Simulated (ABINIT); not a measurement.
Crystal: PbSe (Clausthalite).

```
CELL_PARAMETERS angstrom
0.00000 3.06065 3.06065
3.06065 0.00000 3.06065
3.06065 3.06065 0.00000
ATOMIC_POSITIONS crystal
Pb 0.00000 0.00000 0.00000
Se 0.50000 0.50000 0.50000
```

Base run:

* Program: ABINIT 10.8.3 (patched build)
* Functional: OLYP
* Potentials or basis: JTH PAW PBE v2.0
* Cutoff: 463 eV
* k mesh: 8 × 8 × 8
* Occupations: fermi-dirac, width 0.05 eV
* Spin: no spin polarisation

Its results: band gap on the k mesh 0.58 eV, direct.

Task: The run is repeated on the same cell with these changes: functional from OLYP to BP86. What comes out?

Result: Band gap on the k mesh 0.32 eV, direct.

Caveats: spin-orbit coupling is left out, which as a rule narrows the gap of such compounds by several tenths of an eV.

A k mesh can miss the band edges.
